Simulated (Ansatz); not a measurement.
Relaxed-ion elastic tensor of NaBr (rock salt, space group No. 225) in GPa (Voigt order), PBE (plane waves, PAW; program Ansatz); density 3.11 g/cm³, 27.48 Å³ per atom.

```tsv
	1	2	3	4	5	6
1	38.4	9.9	9.9	0.0	0.0	0.0
2	9.9	38.4	9.9	0.0	0.0	0.0
3	9.9	9.9	38.4	0.0	0.0	0.0
4	0.0	0.0	0.0	9.6	0.0	0.0
5	0.0	0.0	0.0	0.0	9.6	0.0
6	0.0	0.0	0.0	0.0	0.0	9.6
```

Problem. Is the crystal mechanically stable?

Solution. Yes: the smallest eigenvalue of C is 9.6 GPa.

Problem. Work out the Voigt, Reuss and Hill averages.

Solution. K_V = 19.4, K_R = 19.4, K_H = 19.4; G_V = 11.5, G_R = 11.1, G_H = 11.3 GPa.

Problem. Give Young's modulus, Poisson's ratio, Pugh's ratio and the universal anisotropy index.

Solution. E = 9KG/(3K + G) = 28.3 GPa; ν = 0.26; K/G = 1.72 (near the Pugh limit of 1.75, no verdict); A_U = 5G_V/G_R + K_V/K_R − 6 = 0.19.

Problem. Estimate the sound speeds and the Debye temperature.

Solution. v_l = √((K + 4G/3)/ρ) = 3330 m/s, v_t = √(G/ρ) = 1900 m/s, mean 2110 m/s; Θ = (h/k)(3n/4πV)^(1/3) v_m = 209 K.

Problem. Give the Zener ratio and Young's modulus along [100], [110] and [111].

Solution. A = 2C44/(C11 − C12) = 0.67; 1/E = S11 − 2(S11 − S12 − S44/2)Γ with Γ = 0, 1/4, 1/3 gives 34.4, 26.6, 24.8 GPa.

Space group Fm-3m (rock salt). The PBE relaxation kept the symmetry of its start; phonons on a q-mesh show no instability.

Potentials: the later of the program's two PAW sets.
